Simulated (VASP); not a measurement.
# Ag (Fm-3m) in VASP: further runs

Aim: see how the results for Ag move with the level of theory and the settings. Levels: LAK, r2SCAN+D4, r2SCAN. Tasks: relaxation of cell and atoms, relaxation of the atoms.

All numbers are computed with VASP 6.6.1; they aren't measurements. Logs are shortened: lines on timing, memory, paths and dates and some standing lists are left out, and cuts for length are marked.

**1. The crystal as given**

The structure is cubic, space group Fm-3m (No. 225). The conventional cell has a = 4.085 Å, b = 4.085 Å, c = 4.085 Å, α = 90.00°, β = 90.00°, γ = 90.00°. Ag (site symmetry m-3m) is surrounded by 12 Ag at 2.89 Å.

**2. Relaxation of cell and atoms, LAK**

File INCAR:

```
SYSTEM = Ag
  ALGO = Normal
  EDIFF = 1E-6
  EDIFFG = -0.005
  ENCUT = 600
  IBRION = 2
  ISIF = 3
  ISMEAR = 1
  LASPH = .True.
  LCHARG = .False.
  LMIXTAU = .True.
  LREAL = .False.
  LWAVE = .False.
  METAGGA = LAK
  NELM = 60
  NSW = 60
  PREC = Accurate
  SIGMA = 0.1
```

File KPOINTS:

```
k-points
0
Gamma
  11 11 11
  0 0 0
```

File POSCAR:

```
Ag
1.0
    0.0000000000      2.0427500000      2.0427500000
    2.0427500000      0.0000000000      2.0427500000
    2.0427500000      2.0427500000      0.0000000000
Ag
1
Direct
    0.0000000000      0.0000000000      0.0000000000
```

Potentials or basis: VASP PAW PBE potentials, release 64 (Ag).

Started as:

```
cat potpaw_PBE.64/Ag/POTCAR > POTCAR
mpirun -np 1 vasp_std > vasp.out
```

OUTCAR:

```text
SYSTEM = Ag
   EDIFF = 1E-6
   EDIFFG = -0.005
   ENCUT = 600
   IBRION = 2
   ISIF = 3
   ISMEAR = 1
   LASPH = .True.
   LREAL = .False.
   METAGGA = LAK
   NELM = 60
   NSW = 60
   PREC = Accurate

 ion  position               nearest neighbor table
   1  0.000  0.000  0.000-

  LATTYP: Found a face centered cubic cell.
 ALAT       =     4.0855000000

  Lattice vectors:

 A1 = (   0.0000000000,   2.0427500000,   2.0427500000)
 A2 = (   2.0427500000,   0.0000000000,   2.0427500000)
 A3 = (   2.0427500000,   2.0427500000,   0.0000000000)

Analysis of symmetry for initial positions (statically):
=====================================================================
 Subroutine PRICEL returns:
 Original cell was already a primitive cell.

 Routine SETGRP: Setting up the symmetry group for a
 face centered cubic supercell.

 Subroutine GETGRP returns: Found 48 space group operations
 (whereof 48 operations were pure point group operations)
 out of a pool of 48 trial point group operations.

The static configuration has the point symmetry O_h .

Analysis of symmetry for dynamics (positions and initial velocities):
=====================================================================
 Subroutine PRICEL returns:
 Original cell was already a primitive cell.

 Routine SETGRP: Setting up the symmetry group for a
 face centered cubic supercell.

 Subroutine GETGRP returns: Found 48 space group operations
 (whereof 48 operations were pure point group operations)
 out of a pool of 48 trial point group operations.

The dynamic configuration has the point symmetry O_h .

 Subroutine INISYM returns: Found 48 space group operations
 (whereof 48 operations are pure point group operations),
 and found     1 'primitive' translations

----------------------------------------------------------------------------------------

                                     Primitive cell

  volume of cell :      17.0481

  direct lattice vectors                    reciprocal lattice vectors
     0.000000000  2.042750000  2.042750000    -0.244768082  0.244768082  0.244768082
     2.042750000  0.000000000  2.042750000     0.244768082 -0.244768082  0.244768082
     2.042750000  2.042750000  0.000000000     0.244768082  0.244768082 -0.244768082

  length of vectors
     2.888884755  2.888884755  2.888884755     0.423950755  0.423950755  0.423950755

  position of ions in fractional coordinates (direct lattice)
     0.000000000  0.000000000  0.000000000

  ion indices of the primitive-cell ions
   primitive index   ion index
                 1           1

----------------------------------------------------------------------------------------

 KPOINTS: k-points

Automatic generation of k-mesh.
 Grid dimensions read from file:
 generate k-points for:   11   11   11

 Generating k-lattice:

  Cartesian coordinates                     Fractional coordinates (reciprocal lattice)
    -0.022251644  0.022251644  0.022251644     0.090909091  0.000000000  0.000000000
     0.022251644 -0.022251644  0.022251644     0.000000000  0.090909091  0.000000000
     0.022251644  0.022251644 -0.022251644     0.000000000  0.000000000  0.090909091

  Length of vectors
     0.038540978  0.038540978  0.038540978

  Shift w.r.t. Gamma in fractional coordinates (k-lattice)
     0.000000000  0.000000000  0.000000000

 Subroutine IBZKPT returns following result:
 ===========================================

 Found     56 irreducible k-points:

 Following reciprocal coordinates:
            Coordinates               Weight
  0.000000  0.000000  0.000000      1.000000
  0.090909  0.000000  0.000000      8.000000
  0.181818  0.000000  0.000000      8.000000
  0.272727  0.000000  0.000000      8.000000
  0.363636  0.000000  0.000000      8.000000
  0.454545  0.000000  0.000000      8.000000
[... 16 lines left out ...]
 -0.272727  0.181818  0.000000     24.000000
 -0.181818  0.181818  0.000000     12.000000
 [... further k-points ...]
   k-points           NKPTS =     56   k-points in BZ     NKDIM =     56   number of bands    NBANDS=      9
   number of dos      NEDOS =    301   number of ions     NIONS =      1
   total plane-waves  NPLWV =  13824
   dimension x,y,z NGX =    24 NGY =   24 NGZ =   24
   dimension x,y,z NGXF=    48 NGYF=   48 NGZF=   48
   ions per type =               1
   NGX,Y,Z   is equivalent  to a cutoff of  13.81, 13.81, 13.81 a.u.
   NGXF,Y,Z  is equivalent  to a cutoff of  27.62, 27.62, 27.62 a.u.
 SYSTEM =  Ag
   PREC   = accura    normal or accurate (medium, high low for compatibility)
   ISTART =      0    job   : 0-new  1-cont  2-samecut
   ICHARG =      2    charge: 1-file 2-atom 10-const
   ISPIN  =      1    spin polarized calculation?
   LNONCOLLINEAR =      F non collinear calculations
   LSORBIT =      F    spin-orbit coupling
   LASPH  =      T    aspherical Exc in radial PAW
   ENCUT  =  600.0 eV  44.10 Ry    6.64 a.u.   5.77  5.77  5.77*2*pi/ulx,y,z
   NELM   =     60;   NELMIN=  2; NELMDL= -5     # of ELM steps
   EDIFF  = 0.1E-05   stopping-criterion for ELM
   LREAL  =      F    real-space projection
   EDIFFG = -.5E-02   stopping-criterion for IOM
   NSW    =     60    number of steps for IOM
   IBRION =      2    ionic relax: 0-MD 1-quasi-New 2-CG
   NFREE  =      1    steps in history (QN), initial steepest desc. (CG)
   ISIF   =      3    stress and relaxation
   ISYM   =      2    0-nonsym 1-usesym 2-fastsym
   POTIM  = 0.5000    time-step for ionic-motion
   TEBEG  =    0.0;   TEEND  =   0.0 temperature during run
   PSTRESS=    0.0 pullay stress
   NELECT =      11.0000    total number of electrons
   NUPDOWN=      -1.0000    fix difference up-down
   EMIN   =  10.00;   EMAX   =-10.00  energy-range for DOS
   EFERMI =   0.00;   METHOD = LEGACY
   ISMEAR =     1;   SIGMA  =   0.10  broadening in eV -4-tet -1-fermi 0-gaus
   EFERMI_NEDOS =   21; number of points for ismear=-14 and -15
   IALGO  =     38    algorithm
   IMIX   =      4    mixing-type and parameters
     AMIX     =   0.40;   BMIX     =  1.00
     AMIX_MAG =   1.60;   BMIX_MAG =  1.00
  volume/ion in A,a.u.               =      17.05       115.05
  Fermi-wavevector in a.u.,A,eV,Ry     =   1.414644  2.673290 27.228221  2.001218
  Thomas-Fermi vector in A             =   2.536165
   LORBIT       =      0    0 simple, 1 ext, 2 COOP (PROOUT), +10 PAW based schemes
   METAGGA = LAK    functional components
   LHFCALC =     F    Hartree Fock is set to
   AEXX    =    0.0000 exact exchange contribution
   IVDW    =     0    specifies the selected vdW correction
   LEPSILON=     F    determine dielectric tensor
   LRPA    =     F    only Hartree local field effects (RPA)
 conjugate gradient relaxation of ions
 non-spin polarized calculation
 Methfessel and Paxton  Order N= 1 SIGMA  =   0.10
  energy-cutoff  :      600.00
  volume of cell :       17.05
 maximum number of plane-waves:       578
   NGX = 11   NGY = 11   NGZ = 11

--------------------------------------- Ionic step        1  -------------------------------------------

 number of electron      10.9999999 magnetization

 Free energy of the ion-electron system (eV)
  ---------------------------------------------------
  ext. energy  EPLUGINS =         0.00000000
  ---------------------------------------------------
  free energy    TOTEN  =        27.24547599 eV

  energy without entropy =       27.24552413  energy(sigma->0) =       27.24549204

------------------------ aborting loop because EDIFF is reached ----------------------------------------

  FORCE on cell =-STRESS in cart. coord.  units (eV):
  Direction    XX          YY          ZZ          XY          YZ          ZX
  --------------------------------------------------------------------------------------
  -------------------------------------------------------------------------------------
  Total        1.3090783      1.3090783      1.3090783     -0.0000000     -0.0000000     -0.0000000
  in kB      123.0270323    123.0270323    123.0270323     -0.0000000     -0.0000000     -0.0000000
  external PRESSURE =     123.0270323 kB  Pullay stress =       0.0000000 kB

 VOLUME and BASIS-vectors are now :
 -----------------------------------------------------------------------------
  energy-cutoff  :      600.00
  volume of cell :       17.05
      direct lattice vectors                 reciprocal lattice vectors
     0.000000000  2.042750000  2.042750000    -0.244768082  0.244768082  0.244768082
     2.042750000  0.000000000  2.042750000     0.244768082 -0.244768082  0.244768082
     2.042750000  2.042750000  0.000000000     0.244768082  0.244768082 -0.244768082
[... 71 lines left out ...]
 POSITION                                       TOTAL-FORCE (eV/Angst)
 -----------------------------------------------------------------------------------
      0.00000      0.00000      0.00000         0.000000      0.000000     -0.000000
 -----------------------------------------------------------------------------------
    total drift:                               -0.000000      0.000000      0.000000

  FREE ENERGIE OF THE ION-ELECTRON SYSTEM (eV)
  ---------------------------------------------------
  free  energy   TOTEN  =        27.1694878029 eV

  energy  without entropy=       27.1697101673  energy(sigma->0) =       27.16956192

--------------------------------------- Ionic step        4  -------------------------------------------

 number of electron      11.0000000 magnetization

 Free energy of the ion-electron system (eV)
  ---------------------------------------------------
  ext. energy  EPLUGINS =         0.00000000
  ---------------------------------------------------
  free energy    TOTEN  =        27.16948266 eV

  energy without entropy =       27.16970672  energy(sigma->0) =       27.16955734

 E-fermi :   7.7092     XC(G=0): -11.7635

 val. band max:        7.5737085852   @ k =  -0.2727   0.2727   0.0000
 cond. band min:       7.7251751984   @ k =  -0.3636   0.1818   0.0000
 fundamental gap:      0.1514666133
 Fermi energy:         7.7092337587

 k-point     1 :       0.0000    0.0000    0.0000
  band No.  band energies     occupation
      1       0.4279      2.00000
      2       2.4324      2.00000
      3       2.4324      2.00000
      4       2.4324      2.00000
      5       3.2404      2.00000
      6       3.2404      2.00000
      7      23.5209      0.00000
      8      26.5588      0.00000
      9      26.5589      0.00000

 k-point     2 :       0.0909    0.0000    0.0000
  band No.  band energies     occupation
      1       0.6635      2.00000
      2       2.3950      2.00000
      3       2.4881      2.00000
      4       2.4881      2.00000
      5       3.2229      2.00000
      6       3.2229      2.00000
      7      23.2737      0.00000
      8      24.7844      0.00000
      9      26.5477      0.00000
[... 253 lines left out ...]
 k-point    24 :      -0.1818    0.1818    0.0000
  band No.  band energies     occupation
      1       2.0461      2.00000
      2       2.1401      2.00000
      3       2.6923      2.00000
      4       2.9275      2.00000
      5       2.9430      2.00000
      6       4.4608      2.00000
      7      18.7643      0.00000
      8      19.0873      0.00000
      9      25.6026      0.00000

 [... further k-points ...]

------------------------ aborting loop because EDIFF is reached ----------------------------------------

  FORCE on cell =-STRESS in cart. coord.  units (eV):
  Direction    XX          YY          ZZ          XY          YZ          ZX
  --------------------------------------------------------------------------------------
  -------------------------------------------------------------------------------------
  Total       -0.0033482     -0.0033482     -0.0033482      0.0000000      0.0000000      0.0000000
  in kB       -0.2772466     -0.2772466     -0.2772466      0.0000000      0.0000000      0.0000000
  external PRESSURE =      -0.2772466 kB  Pullay stress =       0.0000000 kB

 VOLUME and BASIS-vectors are now :
 -----------------------------------------------------------------------------
  energy-cutoff  :      600.00
  volume of cell :       19.35
      direct lattice vectors                 reciprocal lattice vectors
    -0.000000000  2.130797242  2.130797242    -0.234653955  0.234653955  0.234653955
     2.130797242 -0.000000000  2.130797242     0.234653955 -0.234653955  0.234653955
     2.130797242  2.130797242  0.000000000     0.234653955  0.234653955 -0.234653955

 POSITION                                       TOTAL-FORCE (eV/Angst)
 -----------------------------------------------------------------------------------
      0.00000      0.00000      0.00000         0.000000     -0.000000      0.000000
 -----------------------------------------------------------------------------------
    total drift:                               -0.000000      0.000000      0.000000

  FREE ENERGIE OF THE ION-ELECTRON SYSTEM (eV)
  ---------------------------------------------------
  free  energy   TOTEN  =        27.1694826565 eV

  energy  without entropy=       27.1697067155  energy(sigma->0) =       27.16955734

 reached required accuracy - stopping structural energy minimisation
```

Wall time 87 s (1 thread of Intel Xeon Platinum 8559C (Emerald Rapids), shared host); peak memory 0.15 GiB.

What came out:

| Property | Result |
| --- | --- |
| Free energy | 27.1695 eV |
| Relaxed volume | 19.35 Å³/atom |
| Relaxed cell | a = 3.013 Å, b = 3.013 Å, c = 3.013 Å, α = 60.00°, β = 60.00°, γ = 60.00° |
| Space group after relaxing (to 0.05 Å) | Fm-3m (No. 225) |
| Energy gained by relaxing | 76.0 meV/atom |
| Ionic steps | 4 |
| Pressure after relaxing | 0.0 GPa |
| Band gap on the k mesh | none (metal or under the smearing width) |

The path:
```tsv
step	energy change (eV)	largest force (eV/Å)	pressure (GPa)	volume (Å³)
1	0.0000	0.0000	12.30	17.05
2	-0.0625	0.0000	-3.51	20.49
3	-0.0760	0.0000	0.14	19.30
4	-0.0760	0.0000	-0.03	19.35
```

Final structure:
```
CELL_PARAMETERS angstrom
0.00000 2.13080 2.13080
2.13080 0.00000 2.13080
2.13080 2.13080 0.00000
ATOMIC_POSITIONS crystal
Ag 0.00000 0.00000 0.00000
```

Caveat: the PAW data sets were made with another functional, which shifts forces and pressure a little; the volume moved by +13 % from the deposited cell, more than functionals usually miss. Zero-point motion and thermal expansion aren't in these numbers.

**3. Relaxation of cell and atoms, r2SCAN+D4**

File INCAR:

```
SYSTEM = Ag
PREC = Accurate ; ENCUT = 600
EDIFF = 1E-6 ; ISMEAR = 1
SIGMA = 0.1 ; LREAL = .FALSE.
LASPH = .TRUE. ; NELM = 80
ALGO = Normal ; ISIF = 3
LWAVE = .FALSE. ; LCHARG = .FALSE.
METAGGA = R2SCAN ; LMIXTAU = .TRUE.
IVDW = 13 ; VDW_S6 = 1.0
VDW_S8 = 0.6018749 ; VDW_A1 = 0.51559235
VDW_A2 = 5.77342911 ; IBRION = 2
NSW = 40 ; EDIFFG = -0.01
```

File KPOINTS:

```
Automatic mesh
0
G
  11 11 11
  0 0 0
```

POSCAR is that of step 2.

Potentials or basis: VASP PAW PBE potentials, release 64 (Ag).

Started as:

```
cat potpaw_PBE.64/Ag/POTCAR > POTCAR
mpirun -np 1 vasp_std > vasp.out
```

OUTCAR:

```text
SYSTEM = Ag
   PREC = Accurate
   ENCUT = 600
   EDIFF = 1E-6
   ISMEAR = 1
   LREAL = .FALSE.
   LASPH = .TRUE.
   NELM = 80
   ISIF = 3
   METAGGA = R2SCAN
   IVDW = 13
   IBRION = 2
   NSW = 40
   EDIFFG = -0.01

 ion  position               nearest neighbor table
   1  0.000  0.000  0.000-

  LATTYP: Found a face centered cubic cell.
 ALAT       =     4.0855000000

  Lattice vectors:

 A1 = (   0.0000000000,   2.0427500000,   2.0427500000)
 A2 = (   2.0427500000,   0.0000000000,   2.0427500000)
 A3 = (   2.0427500000,   2.0427500000,   0.0000000000)

Analysis of symmetry for initial positions (statically):
=====================================================================
 Subroutine PRICEL returns:
 Original cell was already a primitive cell.

 Routine SETGRP: Setting up the symmetry group for a
 face centered cubic supercell.

[... 248 lines left out ...]
  ext. energy  EPLUGINS =         0.00000000
  ---------------------------------------------------
  free energy    TOTEN  =       -21.35607375 eV

  energy without entropy =      -21.35569123  energy(sigma->0) =      -21.35594625

 E-fermi :   8.7837     XC(G=0): -13.0033

 val. band max:        8.7420750695   @ k =  -0.4545   0.0909   0.0000
 cond. band min:       8.8244975936   @ k =   0.4545   0.3636   0.0000
 fundamental gap:      0.0824225241
 Fermi energy:         8.7837373674

 k-point     1 :       0.0000    0.0000    0.0000
  band No.  band energies     occupation
      1       0.4923      2.00000
      2       3.3233      2.00000
      3       3.3233      2.00000
      4       3.3233      2.00000
      5       4.3753      2.00000
      6       4.3753      2.00000
      7      25.1488      0.00000
      8      28.9121      0.00000
      9      28.9121      0.00000
[... 265 lines left out ...]
 k-point    24 :      -0.1818    0.1818    0.0000
  band No.  band energies     occupation
      1       2.5205      2.00000
      2       2.9158      2.00000
      3       3.5637      2.00000
      4       3.9543      2.00000
      5       3.9776      2.00000
      6       5.6260      2.00000
      7      20.9249      0.00000
      8      21.2885      0.00000
      9      27.8996      0.00000

 [... further k-points ...]

------------------------ aborting loop because EDIFF is reached ----------------------------------------

  DFT-D4 for vdW energy calculation

  Edisp (eV):   -0.19717
[... 24 lines left out ...]
  FREE ENERGIE OF THE ION-ELECTRON SYSTEM (eV)
  ---------------------------------------------------
  free  energy   TOTEN  =       -21.5532404465 eV

  energy  without entropy=      -21.5528579218  energy(sigma->0) =      -21.55311294

 reached required accuracy - stopping structural energy minimisation
```

OSZICAR:

```text
N       E                     dE             d eps       ncg     rms          rms(c)
DAV:   1     0.320730176620E+02    0.32073E+02   -0.62630E+03  1016   0.127E+03
DAV:   2    -0.243618363704E+02   -0.56435E+02   -0.53892E+02  1040   0.234E+02
DAV:   3    -0.248245660393E+02   -0.46273E+00   -0.46263E+00  1178   0.262E+01
DAV:   4    -0.248262439449E+02   -0.16779E-02   -0.16778E-02  1201   0.137E+00
[... 24 lines left out ...]
DAV:   2    -0.213560577987E+02    0.38772E-03   -0.18401E-03  1023   0.452E-01    0.363E-02
DAV:   3    -0.213560749776E+02   -0.17179E-04   -0.23049E-05  1008   0.485E-02    0.275E-02
DAV:   4    -0.213560603405E+02    0.14637E-04   -0.80299E-05  1035   0.769E-02    0.123E-02
DAV:   5    -0.213560734859E+02   -0.13145E-04   -0.30635E-05  1027   0.554E-02    0.142E-03
DAV:   6    -0.213560737534E+02   -0.26749E-06   -0.11126E-06  1034   0.116E-02
   3 F= -.21553240E+02 E0= -.21553113E+02  d E =-.901861E-04
```

It took 68 s on 1 thread of Intel Xeon Platinum 8559C (Emerald Rapids), shared host; peak memory 0.16 GiB.

What came out:

```yaml
Free_energy: -21.5532 eV
Relaxed_volume: 16.98 Å³/atom
Relaxed_cell: a = 2.885 Å, b = 2.885 Å, c = 2.885 Å, α = 60.00°, β = 60.00°, γ = 60.00°
Space_group_after_relaxing_to_0.05_Å: Fm-3m (No. 225)
Energy_gained_by_relaxing: 0.1 meV/atom
Ionic_steps: 3
Pressure_after_relaxing: 0.0 GPa
Band_gap_on_the_k_mesh: none (metal or under the smearing width)
Dispersion_energy_per_atom: -0.197 eV
```

Final structure:
```xyz
1
Lattice="0.0000 2.0400 2.0400 2.0400 0.0000 2.0400 2.0400 2.0400 0.0000" Properties=species:S:1:pos:R:3 pbc="T T T"
Ag    0.0000    0.0000    0.0000
```

Caveat: the PAW data sets were made with another functional, which shifts forces and pressure a little; pairwise dispersion overbinds metals, which lowers pressure and volume.

(Continued in part 2 of 2.)
